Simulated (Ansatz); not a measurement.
# SnO2 (R-3m) in Ansatz: elastic constants with LDA

Aim: the elastic constants of SnO2 with LDA.

Program: Ansatz 0.2.0. These are calculated values, not measurements. Logs are shortened: lines on timing, memory, paths and dates and some standing lists are left out, and cuts for length are marked.

### Step 1. The structure

It takes space group R-3m (No. 166, trigonal). The conventional cell has a = 3.234 Å, b = 3.234 Å, c = 14.402 Å, α = 90.00°, β = 90.00°, γ = 120.00°. Sn (site symmetry -3m) has 6 O at 2.13 Å as nearest neighbours. O (site symmetry 3m) is surrounded by 3 Sn at 2.13 Å.

Measurements of this composition are mostly on another form, of space group No. 136.

### Step 2. Elastic constants, LDA

The input, input.yaml:

```yaml
crystal:
  lattice:
    - [1.6170930752, 0.9336291223, 4.800592584]
    - [-1.6170930752, 0.9336291223, 4.800592584]
    - [0.0, -1.8672582446, 4.800592584]
  atoms:
    - { symbol: Sn, position: [0.5, 0.5, 0.5] }
    - { symbol: O, position: [0.76283, 0.76283, 0.76283] }
    - { symbol: O, position: [0.23717, 0.23717, 0.23717] }
hamiltonian:
  xc: lda
  pseudopotentials: { kind: paw }
kpoints:
  mp_grid: { grid: [7, 7, 7] }
scf:
  occupations: { method: fixed }
output:
  forces: true
  stress: true
elastic:
  mode: relaxed_ion
  stencil: two_point
```

Potentials or basis: Ansatz PAW.

Command:

```
> ansatz run input.yaml --threads 2 --pin off --max-ram 5632MiB --backend cpu --events-out ev --progress --plain --runs-dir out
```

The log of the run:

```text
Warning: RAYON_NUM_THREADS=2 ignored (pool sized by the plan → 2); use --threads N
Engine: ansatz 0.2.0, aarch64-unknown-linux-gnu
Pseudopotentials: kind: paw
Pseudopotential: Sn, paw, valence charge 14, recommended cutoff 420 eV (normal), Sn.paw.azcp
Pseudopotential: O, paw, valence charge 6, recommended cutoff 420 eV (normal), O.paw.azcp
Functional definition: SPW92
  exchange = slater_x
  correlation = pw_c
Crystal: 3 atoms, lattice volume = 43.487 Å³
Basis set: ecut = 420 eV, 863 PW (Γ)
Bands: 17, of which v1, the nominal top of the filled ones, is band 13 counted from 1 (12 counted from 0)
Symmetry: 12 space group operations
Space group: R-3m (ITA 166), of the structure as read, at distance tolerance 3.5e-5 Å
k-points: 44 of 343
Non-local potential: Sn, projectors of the file, l = 0: 2, l = 1: 2, l = 2: 2, l = 3: 2
Non-local potential: O, projectors of the file, l = 0: 2, l = 1: 2, l = 2: 1
PAW form: soft (Blöchl's): semilocal exchange-correlation on the pseudo side does not see the compensation charge
PAW frozen core: Sn, regenerated for the run's functional, and the local potential with it (the file was generated under x = pbe(κ = 0.804, μ = 0.2195149727645171), c = pbe(β = 0.06672455060314922))
PAW frozen core: O, regenerated for the run's functional, and the local potential with it (the file was generated under x = pbe(κ = 0.804, μ = 0.2195149727645171), c = pbe(β = 0.06672455060314922))
PAW one-centre angular grid: Sn, 590 points (default); XC on 64 Gauss nodes
PAW one-centre angular grid: O, 110 points (default); XC on 64 Gauss nodes
Initial density: superposition of atomic densities (neutral atoms: chi_scale 0, normalization atom), corrected by the library's trained network
Initial wavefunctions: pseudopotential atomic-orbital guess
Functional: x = slater, c = lda
SCF iter   1: F=—  HF=-6989.508100 eV  |F-HF|=—  |Δ(HF+E_count)|=         —  Δρ=1.70e-2  dr2=1.11e-1  ethr=1.77e-3  ⟨swp⟩=5.0  Hψ=3298  notcnv=0  defer=88
preconditioner: auto → none  [insulator: Δε(μ)=1.620 eV  Ē_g=19.308 eV  n_scr=14 (ndim 8)  ℏωp=28.7 eV  f_vac=0.166  ε∞_Penn≈3.2]
SCF iter   2: F=—  HF=-6989.485042 eV  |F-HF|=—  |Δ(HF+E_count)|=   2.31e-2  Δρ=1.04e-2  dr2=3.13e-2  ethr=4.28e-4  ⟨swp⟩=2.0  Hψ=1488  notcnv=0  defer=87
SCF iter   3: F=—  HF=-6989.475638 eV  |F-HF|=—  |Δ(HF+E_count)|=   9.40e-3  Δρ=1.96e-3  dr2=9.12e-4  ethr=1.20e-4  ⟨swp⟩=2.0  Hψ=1111  notcnv=0  defer=88
SCF iter   4: F=—  HF=-6989.475310 eV  |F-HF|=—  |Δ(HF+E_count)|=   3.28e-4  Δρ=4.56e-4  dr2=3.67e-5  ethr=3.51e-6  ⟨swp⟩=2.8  Hψ=1327  notcnv=0  defer=87
SCF iter   5: F=—  HF=-6989.475295 eV  |F-HF|=—  |Δ(HF+E_count)|=   1.47e-5  Δρ=3.10e-5  dr2=2.33e-7  ethr=1.41e-7  ⟨swp⟩=2.2  Hψ=1109  notcnv=0  defer=8
SCF iter   6: F=—  HF=-6989.475297 eV  |F-HF|=—  |Δ(HF+E_count)|=   2.56e-6  Δρ=1.08e-5  dr2=1.74e-8  ethr=8.98e-10  ⟨swp⟩=2.0  Hψ=1012  notcnv=0  defer=5
SCF iter   7: F=—  HF=-6989.475298 eV  |F-HF|=—  |Δ(HF+E_count)|=   6.17e-9  Δρ=1.25e-6  dr2=4.24e-10  ethr=6.71e-11  ⟨swp⟩=2.4  Hψ=1124  notcnv=0  defer=5
SCF iter   8: F=—  HF=-6989.475298 eV  |F-HF|=—  |Δ(HF+E_count)|=  8.28e-11  Δρ=1.18e-7  dr2=2.25e-12  ethr=1.63e-12  ⟨swp⟩=2.9  Hψ=1358  notcnv=0  defer=5
SCF iter   9: F=-6989.475298 eV  HF=-6989.475298 eV  |F-HF|=1.82e-12  |Δ(HF+E_count)|=  9.09e-13  Δρ=4.19e-9  dr2=4.31e-15  ethr=1.00e-12  ⟨swp⟩=6.6  Hψ=3772  notcnv=0
SCF 1 converged in 9 iterations: F = -6989.475298 eV  dr2 = 4.31e-15
relax step   1: F+E_penalty+E_count = -6989.47529750 eV  Δ(F+E_penalty+E_count) = +0.000e0 eV  max|allowed force component| = 6.757e-1 eV/Å  Δτ_max = 0.0000 Å  (9 SCF iters, accepted)
Initial density: handed on by an earlier stage of this run
Initial wavefunctions: pseudopotential atomic-orbital guess (no wavefunctions were taken with the density)
SCF iter   1: F=—  HF=-6994.880983 eV  |F-HF|=—  |Δ(HF+E_count)|=         —  Δρ=1.58e-1  dr2=1.19e1  ethr=3.10e-3  ⟨swp⟩=4.5  Hψ=3491  notcnv=0  defer=83
preconditioner: auto → none  [insulator: Δε(μ)=0.371 eV  Ē_g=19.976 eV  n_scr=14 (ndim 8)  ℏωp=28.7 eV  f_vac=0.155  ε∞_Penn≈3.1]
SCF iter   2: F=—  HF=-6989.661974 eV  |F-HF|=—  |Δ(HF+E_count)|=    5.22e0  Δρ=4.13e-2  dr2=4.83e-1  ethr=3.10e-3  ⟨swp⟩=4.0  Hψ=2213  notcnv=0  defer=86
SCF iter   3: F=—  HF=-6989.549143 eV  |F-HF|=—  |Δ(HF+E_count)|=   1.13e-1  Δρ=2.16e-2  dr2=1.54e-1  ethr=1.86e-3  ⟨swp⟩=2.1  Hψ=1474  notcnv=0  defer=79
SCF iter   4: F=—  HF=-6989.508853 eV  |F-HF|=—  |Δ(HF+E_count)|=   4.03e-2  Δρ=5.43e-3  dr2=5.30e-3  ethr=5.93e-4  ⟨swp⟩=2.0  Hψ=1122  notcnv=0  defer=88
SCF iter   5: F=—  HF=-6989.510081 eV  |F-HF|=—  |Δ(HF+E_count)|=   1.23e-3  Δρ=1.30e-3  dr2=1.17e-4  ethr=2.04e-5  ⟨swp⟩=2.3  Hψ=1294  notcnv=0  defer=88
SCF iter   6: F=—  HF=-6989.510265 eV  |F-HF|=—  |Δ(HF+E_count)|=   1.85e-4  Δρ=1.99e-4  dr2=4.78e-6  ethr=4.50e-7  ⟨swp⟩=3.0  Hψ=1481  notcnv=0  defer=79
SCF iter   7: F=—  HF=-6989.510268 eV  |F-HF|=—  |Δ(HF+E_count)|=   2.13e-6  Δρ=1.70e-5  dr2=9.75e-8  ethr=1.84e-8  ⟨swp⟩=2.5  Hψ=1280  notcnv=0  defer=24
SCF iter   8: F=—  HF=-6989.510269 eV  |F-HF|=—  |Δ(HF+E_count)|=   1.47e-6  Δρ=1.69e-6  dr2=6.52e-10  ethr=3.75e-10  ⟨swp⟩=2.1  Hψ=1013  notcnv=0  defer=9
SCF iter   9: F=—  HF=-6989.510269 eV  |F-HF|=—  |Δ(HF+E_count)|=  1.53e-10  Δρ=9.51e-8  dr2=1.25e-12  ethr=2.51e-12  ⟨swp⟩=2.5  Hψ=1338  notcnv=0  defer=9
SCF iter  10: F=—  HF=-6989.510269 eV  |F-HF|=—  |Δ(HF+E_count)|=  9.09e-13  Δρ=2.13e-8  dr2=1.16e-13  ethr=1.00e-12  ⟨swp⟩=5.6  Hψ=3068  notcnv=0
SCF iter  11: F=-6989.510269 eV  HF=-6989.510269 eV  |F-HF|=1.82e-12  |Δ(HF+E_count)|=  9.09e-13  Δρ=1.19e-9  dr2=5.52e-16  ethr=1.00e-12  ⟨swp⟩=4.5  Hψ=2376  notcnv=0
SCF 2 converged in 11 iterations: F = -6989.510269 eV  dr2 = 5.52e-16
relax step   2: F+E_penalty+E_count = -6989.51026905 eV  Δ(F+E_penalty+E_count) = -3.497e-2 eV  max|allowed force component| = 6.285e-2 eV/Å  Δτ_max = 0.0564 Å  (11 SCF iters, accepted)
Initial wavefunctions: those handed on with the density
iter 1 solved again at ethr=6.97e-7 eV; its pass at ethr=3.10e-3 eV (dr2=1.81e-4 eV) is discarded
SCF iter   1: F=—  HF=-6989.510608 eV  |F-HF|=—  |Δ(HF+E_count)|=         —  Δρ=9.04e-4  dr2=1.83e-4  ethr=6.97e-7  ⟨swp⟩=2.0  Hψ=3292  notcnv=0  defer=86
[... 249 lines left out ...]
SCF 28 converged in 8 iterations: F = -6989.510587 eV  dr2 = 1.24e-14
relax step   2: F+E_penalty+E_count = -6989.51058673 eV  Δ(F+E_penalty+E_count) = -4.323e-5 eV  max|allowed force component| = 1.275e-4 eV/Å  Δτ_max = 0.0019 Å  (8 SCF iters, accepted)
SCF iter   1: F=—  HF=-6989.510587 eV  |F-HF|=—  |Δ(HF+E_count)|=         —  Δρ=1.79e-6  dr2=7.09e-10  ethr=1.02e-11  ⟨swp⟩=5.0  Hψ=8385  notcnv=0  defer=8
SCF iter   2: F=—  HF=-6989.510587 eV  |F-HF|=—  |Δ(HF+E_count)|=  1.35e-10  Δρ=8.81e-7  dr2=2.16e-10  ethr=2.73e-12  ⟨swp⟩=2.0  Hψ=3205  notcnv=0  defer=8
SCF iter   3: F=—  HF=-6989.510587 eV  |F-HF|=—  |Δ(HF+E_count)|=  5.09e-11  Δρ=3.82e-7  dr2=1.15e-11  ethr=8.30e-13 (applied; sched 1.00e-12)  ⟨swp⟩=2.0  Hψ=2273  notcnv=0  defer=8
SCF iter   4: F=—  HF=-6989.510587 eV  |F-HF|=—  |Δ(HF+E_count)|=    0.00e0  Δρ=7.29e-8  dr2=4.09e-13  ethr=4.42e-14 (applied; sched 1.00e-12)  ⟨swp⟩=2.3  Hψ=2509  notcnv=0  defer=8
SCF iter   5: F=-6989.510587 eV  HF=-6989.510587 eV  |F-HF|=1.82e-12  |Δ(HF+E_count)|=  1.82e-12  Δρ=8.40e-9  dr2=6.43e-15  ethr=1.00e-12  ⟨swp⟩=4.7  Hψ=6122  notcnv=0
SCF 29 converged in 5 iterations: F = -6989.510587 eV  dr2 = 6.43e-15
relax step   3: F+E_penalty+E_count = -6989.51058673 eV  Δ(F+E_penalty+E_count) = -1.211e-9 eV  max|allowed force component| = 3.772e-7 eV/Å  Δτ_max = 0.0000 Å  (5 SCF iters, accepted)
iter 1 solved again at ethr=1.00e-12 eV; its pass at ethr=3.10e-3 eV (dr2=3.74e-14 eV) is discarded
SCF iter   1: F=—  HF=-6989.510587 eV  |F-HF|=—  |Δ(HF+E_count)|=         —  Δρ=8.41e-9  dr2=6.37e-15  ethr=1.00e-12  ⟨swp⟩=2.9  Hψ=8699  notcnv=0  defer=2
SCF iter   2: F=-6989.510587 eV  HF=-6989.510587 eV  |F-HF|=0.00e0  |Δ(HF+E_count)|=    0.00e0  Δρ=4.03e-9  dr2=1.21e-15  ethr=1.00e-12  ⟨swp⟩=4.7  Hψ=5489  notcnv=0
SCF 30 converged in 2 iterations: F = -6989.510587 eV  dr2 = 1.21e-15
SCF converged after 9 iterations
Free energy (F): -6989.510562 eV
Harris-Foulkes:  -6989.510562 eV  (|F-HF|=9.09e-13)
Internal energy: -6989.510562 eV  (E = F + TS)
E sigma→0 (E₀):  -6989.510562 eV
Fermi energy:    5.703923 eV
--- Per-component energies (eV) ---
  E_band       = -141.409065
  E_kinetic    = 537.344020
  E_local      = -2055.158890  (includes V_loc(G=0)·N_el)
  E_nonlocal   = 74.678142
  E_hartree    = 1013.765143
  E_xc         = -520.586876
  E_vxc        = -281.564087  (∫ρ·V_xc dr)
  E_paw        = -4299.060645  (= ΣΔE_a)
  E_vpaw       = -444.243485  (= ΣTr[D̂ρ^β])
  E_aug_tail   = 0.004960  (compensation charges beyond the density's cutoff)
  E_ewald      = -1741.115157
  E_core_change = 0.618741  (= ΣΔE_core)
  E_smearing   = -0.000000  (= −TS)
  E_closure    = -0.000000  (closes the sum)
  Σ components = -6989.510562   (vs F -6989.510562, Δ=0.00e0)
--- Forces (eV/Å), atoms counted from 1 ---
  atom   1  Sn     0.00000000     0.00000000     0.00000000
  atom   2  O      0.00000000     0.00000000     0.00000034
  atom   3  O      0.00000000    -0.00000000    -0.00000034
  max |Σ_I F_I| component: 2.63e-31 eV/Å
--- Stress (GPa, compression-positive) ---
       -6.552385       0.000000      -0.000000
       -0.000000      -6.552385       0.000000
       -0.000000       0.000000      -2.325007
  P = ⅓ Tr σ = -5.1433 GPa (-51.433 kbar)
--- Band table (eV; the first three rows and the last of 44) ---
  k-point 0: bands = ["-14.2223", "-13.9590", "-13.9590", "-13.7363", "-13.7363", "-12.1111", "-10.1126", "2.0545", "4.3085", "4.3085", "4.7244", "4.7244", "5.4612", "7.5946", "11.3749", "16.5693", "16.5693"]
  k-point 1: bands = ["-14.1781", "-14.0719", "-13.9172", "-13.7702", "-13.7355", "-11.9708", "-9.8238", "1.6764", "3.3742", "3.7985", "4.2730", "4.9462", "5.6221", "8.7303", "12.0474", "15.0497", "17.0532"]
  k-point 2: bands = ["-14.4989", "-13.9170", "-13.8567", "-13.7956", "-13.6980", "-11.5270", "-9.2944", "0.4069", "2.3541", "3.0477", "3.9756", "5.0932", "5.5418", "10.3819", "13.0050", "14.4645", "17.7725"]
  k-point 43: bands = ["-14.1791", "-14.0735", "-13.9169", "-13.7706", "-13.7355", "-11.8903", "-9.9341", "1.7175", "3.4087", "3.7531", "4.3835", "4.9883", "5.1066", "9.5055", "11.8389", "15.9220", "17.1934"]
--- Elastic constants: 3 strain directions × 2 members + reference (group order 12) ---
  dense FFT box of the reference and of every strained cell: 36×36×36
  strains applied: 11, 33, 23; error gains: componentwise 1.00 (the most a stress slope's error grows in a printed constant), spectral 1.41 (1 for all six strains in a standard setting)
  reference relaxed by the batch: 5 steps; max|allowed force component| 6.76e-1 eV/Å at the deck's positions, 1.82e-7 at the last accepted step, 3.40e-7 by the solve of record
  largest displacement 5.2e-2 Å; the constants are those of the deck's cell at these positions:
  atoms:
    - { symbol: Sn, position: [0.5, 0.5, 0.5] }
    - { symbol: O, position: [0.7664190653970885, 0.7664190653970885, 0.7664190653970885] }
    - { symbol: O, position: [0.23358093460291143, 0.23358093460291143, 0.23358093460291143] }
  C = ∂σ_k/∂η_j (tension-positive GPa; Voigt order 11 22 33 23 13 12):
       256.890     68.056     -0.158     -2.556     -0.000     -0.000
        68.056    256.890     -0.158      2.556     -0.000     -0.000
         4.276      4.276     -8.872      0.000      0.000     -0.000
        -2.604      2.604     -0.000     10.005      0.000     -0.000
         0.000      0.000     -0.000      0.000     10.005     -2.604
         0.000     -0.000      0.000     -0.000     -2.556     94.417
  reference stress σ⁰ (GPa):      6.552      6.552      2.325     -0.000      0.000      0.000
  C* (energy form; C + prestress term) asymmetry max|C*_kj − C*_jk| = 2.064e-1 GPa — a small one proves nothing (zero by symmetry where the batch's group is 432, −43m or m−3m); a large one is finite-difference/SCF noise where every solve meets its electron count
  moduli (Voigt/Reuss/Hill, GPa): K = 72.14/-9.67/31.23   G = 51.73/68.54/60.14   E = 109.89   ν = -0.086
  mechanically stable: NO (min eigenvalue of sym C = -8.90 GPa)
  the cell is mechanically unstable, and its weakest contacts join parallel layers: if it is meant as a slab among its images, read the layer's verdict in place of the crystal's
  the layer in its plane, per area (N/m: the tensor there times 4.8006 Å, the cell's volume per area; the error gains are the tensor's), 1 along (0.500, 0.866, 0.000), 2 along (-0.866, 0.500, 0.000):
    C11 = 123.32   C22 = 123.32   C12 = 32.67   C66 = 45.33   C16 = 0.00   C26 = 0.00
  moduli of the layer (Voigt/Reuss/Hill, N/m): K = 78.00/78.00/78.00   G = 45.33/45.33/45.33   E = 114.67   ν = 0.265
  mechanically stable in its plane: yes (min eigenvalue of those constants = 45.33 N/m; a buckling out of the plane is not judged)
  strain η (Voigt 11):  stress-route row diagonal C_11 = 256.89 GPa, energy-path curvature d²(F+E_count+ΔE)/dδ²/Ω₀ = 256.42 GPa
         δ    σ_11 (GPa)             F (eV)   n_scf  n_hpsi   n_pw
    -2.000e-3       6.0346       -6989.5140669       2   16060    871   relax 3 steps, max|allowed force component| 2.12e-5 eV/Å
     2.000e-3       7.0621       -6989.5068107       2   16303    874   relax 4 steps, max|allowed force component| 5.11e-6 eV/Å
  strain η (Voigt 33):  stress-route row diagonal C_33 = -8.87 GPa, energy-path curvature d²(F+E_count+ΔE)/dδ²/Ω₀ = -9.64 GPa
         δ    σ_33 (GPa)             F (eV)   n_scf  n_hpsi   n_pw
    -2.000e-3       2.3403       -6989.5119274       2    7089    874   relax 2 steps, max|allowed force component| 4.24e-5 eV/Å
     2.000e-3       2.3048       -6989.5092573       2    7065    874   relax 3 steps, max|allowed force component| 1.01e-7 eV/Å
  strain η (Voigt 23):  stress-route row diagonal C_44 = 10.01 GPa, energy-path curvature d²(F+E_count+ΔE)/dδ²/Ω₀ = 8.02 GPa
         δ    σ_23 (GPa)             F (eV)   n_scf  n_hpsi   n_pw
    -2.000e-3      -0.0201       -6989.5105626       2   16181    874   relax 3 steps, max|allowed force component| 3.00e-5 eV/Å
     2.000e-3       0.0199       -6989.5105867       2   16000    874   relax 3 steps, max|allowed force component| 3.77e-7 eV/Å
```

Wall time 34 s (2 threads of Arm Neoverse V2, shared host); peak memory 0.38 GiB.

What came out:

```yaml
Free_energy: -6989.5106 eV
Pressure: -5.1 GPa
Band_gap_on_the_k_mesh: 1.89 eV, indirect (least direct gap 2.13 eV)
Voigt_bulk_modulus: 72 GPa
```

Elastic tensor in Voigt notation (GPa, in the Cartesian axes of the cell as first typed):
```
257  68   0  -3   0   0
 68 257   0   3   0   0
  4   4  -9   0   0   0
 -3   3   0  10   0   0
  0   0   0   0  10  -3
  0   0   0   0  -3  94
```

Caveat: the cell is more than 3 GPa from zero pressure, which shifts response properties; odd divisions of the mesh miss points on the zone boundary, where band edges often lie, so the gap on the mesh can be too wide; the elastic tensor has a negative eigenvalue, so either the cell is unstable as it stands or the mesh is too thin; the pressure holds a Pulay correction of +1.0 GPa for the finite cutoff; spin-orbit coupling is left out, which moves the levels of the heavy elements; the PAW data sets come from PBE, with cores solved anew for the run's functional, which leaves a small shift of forces and pressure.
